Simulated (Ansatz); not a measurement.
Reaction (ligand exchange at the Si–O bond): `C[SiH2]OC(C)=O` + `[OH][GeH3]` → `C[SiH2][O][GeH3]` + `CC(=O)O`

Calculated with Ansatz (gas phase, PBE0-D4/def2-TZVP geometries, no zero-point term in ΔE). CCSD(T)/CBS adds triple-zeta CCSD(T) − MP2 to the extrapolated MP2 energy (def2 sets, frozen cores). Functionals use def2-TZVPP. For Ge outer-core shells are correlated without core-valence functions, which leaves a few kJ/mol of doubt a bond. Scalar relativity is left out up to krypton. Each species was taken in one conformer, which may not be the lowest.

Question: Is it downhill or uphill in electronic energy at CCSD(T)/CBS, and by how much? (Estimate.)

Answer: Ansatz gave: Downhill: ΔE = -21.9 kJ/mol.

Question: What do these levels give: PBE0-D4, ωB97M-V, PBE, HF/def2-TZVPP, MP2/def2-TZVPP, CCSD(T)/def2-TZVPP? (An estimate is asked.)

Answer: Ansatz gave: PBE0-D4 -22.8, ωB97M-V -21.8, PBE -21.4, HF/def2-TZVPP -29.1, MP2/def2-TZVPP -22.5, CCSD(T)/def2-TZVPP -22.4 kJ/mol.

Largest T1 diagnostic among the species: 0.015.

In def2-TZVPP, CCSD(T) changes the Hartree–Fock value by +6.6 kJ/mol (the triples alone add +1.3 kJ/mol) and MP2 by +6.6 kJ/mol.
